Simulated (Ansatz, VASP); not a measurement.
## KI in VASP and in Ansatz

File INCAR:

```
PREC     = Accurate       # precision mode
ENCUT    = 520            # plane-wave cutoff, eV
EDIFF    = 1E-7           # SCF threshold, eV
ISMEAR   = 0              # smearing method
SIGMA    = 0.1            # smearing width, eV
LREAL    = Auto         
LASPH    = T              # aspherical terms in the spheres
NELM     = 100            # most SCF steps
ALGO     = Normal         # electronic algorithm
ISIF     = 2              # what is computed and relaxed
LWAVE    = F              # write WAVECAR
LCHARG   = F              # write CHGCAR
GGA      = PS             # functional
NBANDS   = 78             # bands
ISYM     = 0
```

KPOINTS

```
regular mesh
0
Gamma
  1 1 1
```

The input POSCAR:

```
KI
1.0
    0.0000000000      0.0000000000     -8.5823933200
    0.0000000000     -8.5823933200      0.0000000000
   -8.5823933200      0.0000000000      0.0000000000
K I
8 8
Direct
    0.5000000000      0.5000000000      0.5000000000
    0.0000000000      0.5000000000      0.5000000000
    0.5000000000      0.0000000000      0.5000000000
    0.0000000000      0.0000000000      0.5000000000
    0.5000000000      0.5000000000      0.0000000000
    0.0000000000      0.5000000000      0.0000000000
    0.5000000000      0.0000000000      0.0000000000
    0.0000000000      0.0000000000      0.0000000000
    0.2500000000      0.2500000000      0.2500000000
    0.7500000000      0.2500000000      0.2500000000
    0.2500000000      0.7500000000      0.2500000000
    0.7500000000      0.7500000000      0.2500000000
    0.2500000000      0.2500000000      0.7500000000
    0.7500000000      0.2500000000      0.7500000000
    0.2500000000      0.7500000000      0.7500000000
    0.7500000000      0.7500000000      0.7500000000
```

Input for Ansatz:

```yaml
crystal:
  lattice:
    - [0.0, 0.0, -8.58239332]
    - [0.0, -8.58239332, 0.0]
    - [-8.58239332, 0.0, 0.0]
  atoms:
    - { symbol: K, position: [0.5, 0.5, 0.5] }
    - { symbol: K, position: [0.0, 0.5, 0.5] }
    - { symbol: K, position: [0.5, 0.0, 0.5] }
    - { symbol: K, position: [0.0, 0.0, 0.5] }
    - { symbol: K, position: [0.5, 0.5, 0.0] }
    - { symbol: K, position: [0.0, 0.5, 0.0] }
    - { symbol: K, position: [0.5, 0.0, 0.0] }
    - { symbol: K, position: [0.0, 0.0, 0.0] }
    - { symbol: I, position: [0.25, 0.25, 0.25] }
    - { symbol: I, position: [0.75, 0.25, 0.25] }
    - { symbol: I, position: [0.25, 0.75, 0.25] }
    - { symbol: I, position: [0.75, 0.75, 0.25] }
    - { symbol: I, position: [0.25, 0.25, 0.75] }
    - { symbol: I, position: [0.75, 0.25, 0.75] }
    - { symbol: I, position: [0.25, 0.75, 0.75] }
    - { symbol: I, position: [0.75, 0.75, 0.75] }
  symmetry: { detect: false }
basis:
  ecutwfc: 420
kpoints:
  mp_grid: { grid: [1, 1, 1], shift: [0.0, 0.0, 0.0] }
hamiltonian:
  xc: pbesol
scf:
  occupations: { method: gaussian, width: 0.1 }
output:
  forces: true
  stress: true
  eigenvalues: true
```

Alike in both runs: task single point; functional PBEsol; k mesh 1 × 1 × 1; occupations gaussian, width 0.1 eV; no spin polarisation.

|  | VASP | Ansatz |
| --- | --- | --- |
| version | VASP 6.6.1 | Ansatz 0.2.0 |
| potentials or method | VASP PAW PBE potentials, release 64 (K_sv, I) | scalar-relativistic, plane waves, PAW |
| plane-wave cutoff (eV) | 520 | 420 |
| valence electrons in the cell | 128 | 208 |

VASP gave:

| Property | Result |
| --- | --- |
| gap on the k mesh at the Fermi level (eV) | 3.07 |
| least direct gap on the mesh (eV) | 3.07 |
| pressure (GPa) | 1.3 |

Problem. Estimate Ansatz's values.

Solution. gap on the k mesh at the Fermi level (eV): 3.08; least direct gap on the mesh (eV): 3.08; pressure (GPa): 1.3.

The two sets of potentials don't hold the same shells in valence.

Caveats: the k mesh is coarse (spacing up to 0.73 Å⁻¹), so the values aren't converged; the PAW data sets were made with another functional, which shifts forces and pressure a little (VASP); spin-orbit coupling is left out, which moves the levels of the heavy elements; an odd mesh through Γ misses points on the zone boundary, where band edges often lie.
